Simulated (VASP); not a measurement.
Crystal: Ce.

```
Ce
1.0
     0.00000    2.58060    2.58060
     2.58060    0.00000    2.58060
     2.58060    2.58060    0.00000
Ce
1
Direct
  0.00000 0.00000 0.00000
```

```yaml
Program: VASP 6.6.1
Task: single point
Functional: PBE
Potentials_or_basis: VASP PAW PBE potentials, release 64 (Ce)
Cutoff: 520 eV
k_mesh: 9 × 9 × 9
Occupations: fermi-dirac, width 0.05 eV
Spin: collinear spin, ferromagnetic start
Starting_moments: "[1.0] μB"
```

On this cell: pressure -5.1 GPa; net moment 0.82 μB per cell; site moments Ce +0.68 μB; band gap on the k mesh none (metal or under the smearing width).

The same run follows on a disturbed copy (cell strained at random at fixed volume):

```xyz
1
Lattice="0.0078 2.5677 2.6095 2.5391 0.0109 2.6065 2.5684 2.5940 -0.0185" Properties=species:S:1:pos:R:3 pbc="T T T"
Ce   -0.0194   -0.0320   -0.0127
```

Q: What does the disturbed cell give?

A: The energy (extrapolated to zero smearing) moves by +1.5 meV/atom; pressure -5.0 GPa; net moment 0.83 μB per cell; site moments Ce +0.69 μB; band gap on the k mesh none (metal or under the smearing width).

Stress tensor (GPa, compression positive):
```
-4.77 -0.36  0.19
-0.36 -5.00  0.12
 0.19  0.12 -5.34
```

Caveats: the magnetic or orbital state may not be the lowest; spin-orbit coupling is left out, which moves the levels of the heavy elements.
